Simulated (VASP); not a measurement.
A run of VASP 6.6.1 is set up as follows.

File POSCAR:

```
ZnCu
1.0
    2.9450000000      0.0000000000      0.0000000000
    0.0000000000      2.9450000000      0.0000000000
    0.0000000000      0.0000000000      2.9450000000
Zn Cu
1 1
Direct
    0.5000000000      0.5000000000      0.5000000000
    0.0000000000      0.0000000000      0.0000000000
```

Contents of INCAR.step1:

```
PREC = Accurate ; ENCUT = 600
EDIFF = 1E-8 ; ISMEAR = 1
SIGMA = 0.2 ; LREAL = F
LASPH = T ; NELM = 60
ALGO = Normal ; ISIF = 3
LWAVE = F ; LCHARG = F
GGA = AM ; IVDW = 13
IBRION = 2 ; NSW = 40
EDIFFG = -0.002
```

INCAR.step2

```
PREC = Accurate ; ENCUT = 600
EDIFF = 1E-8 ; ISMEAR = 1
SIGMA = 0.2 ; LREAL = F
LASPH = T ; NELM = 60
ALGO = Normal ; ISIF = 3
LWAVE = F ; LCHARG = F
GGA = AM ; IVDW = 13
IBRION = 6 ; NFREE = 2
POTIM = 0.015 ; NSW = 1
```

Contents of KPOINTS:

```
Automatic mesh
0
Gamma
  7 7 7
```

Potentials or basis: VASP PAW PBE potentials, release 64 (Zn, Cu).

Command:

```bash
$ cat potpaw_PBE.64/Zn/POTCAR potpaw_PBE.64/Cu/POTCAR > POTCAR
$ cp INCAR.step1 INCAR
$ mpirun -np 1 vasp_std > vasp.out
$ cp CONTCAR POSCAR
$ cp INCAR.step2 INCAR
$ mpirun -np 1 vasp_std > vasp.out
```

Problem. Estimate the elastic constants C11, C12, C44.

Solution. 137, 150, 84 GPa.

Problem. What does it give for the Voigt bulk modulus?

Solution. 146 GPa.

Problem. Estimate the space group after relaxing (to 0.05 Å).

Solution. Pm-3m (No. 221).

Problem. Predict the dispersion energy per atom.

Solution. -0.274 eV.

Problem. Estimate the relaxed cell.

Solution. a = 2.888 Å, b = 2.888 Å, c = 2.888 Å, α = 90.00°, β = 90.00°, γ = 90.00°.

Elastic tensor in Voigt notation (GPa, in the Cartesian axes of the cell as first typed):
```
137 150 150   0   0   0
150 137 150   0   0   0
150 150 137   0   0   0
  0   0   0  84   0   0
  0   0   0   0  84   0
  0   0   0   0   0  84
```

Caveat: the elastic tensor has a negative eigenvalue, so either the cell is unstable as it stands or the mesh is too thin; the PAW data sets were made with another functional, which shifts forces and pressure a little.
